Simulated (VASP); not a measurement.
The system is NaI.

```
Na I
1.0
     0.00000    3.54319    3.54319
     3.54319    0.00000    3.54319
     3.54319    3.54319    0.00000
Na I
1 1
Direct
  0.00000 0.00000 0.00000
  0.25000 0.25000 0.25000
```

The cell was built by a generator and needn't be a form met in nature.

Base run:

- Program: VASP 6.6.1
- Functional: HSE06
- Potentials or basis: VASP PAW PBE potentials, release 64 (Na_pv, I)
- Cutoff: 520 eV
- k mesh: 4 × 4 × 4
- Occupations: gaussian, width 0.01 eV
- Spin: no spin polarisation

Its results: band gap on the k mesh 4.80 eV, direct; pressure 0.2 GPa.

Question: The run is repeated on the same cell with these changes: functional from HSE06 to PBEsol; further incar settings from ALGO = Normal; EDIFF = 1e-06; NBANDS = 14 to ALGO = Fast; EDIFF = 1e-06; NBANDS = 14. What comes out?

Answer: Band gap on the k mesh 3.72 eV, direct; pressure -0.1 GPa.

Caveats: the PAW data sets were made with another functional, which shifts forces and pressure a little; spin-orbit coupling is left out, which moves the levels of the heavy elements.

